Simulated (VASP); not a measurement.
Consider the following.

```xyz
2
Lattice="0.0000 3.0214 3.0214 3.0214 0.0000 3.0214 3.0214 3.0214 0.0000" Properties=species:S:1:pos:R:3 pbc="T T T"
Al     0.0000     0.0000     0.0000
Sb     1.5107     1.5107     1.5107
```

These are PBEsol GGA, VASP's PBE PAW potentials (set 64) (plane waves; VASP) values and carry that method's errors. Settings: 520 eV cut-off, 8×8×8 Γ-centred mesh, Gaussian smearing of 0.050 eV, potentials Al Sb.

Problem. Give the stress tensor in GPa (positive for a compressed cell).

Solution. 
```
3.82  0.00  0.00
0.00  3.82  0.00
0.00  0.00  3.82
```
The pressure is its mean diagonal, 3.82 GPa.

The compound is AlSb in the zinc blende structure. This cell is one point of a volume scan, at 0.94 of the reference volume.
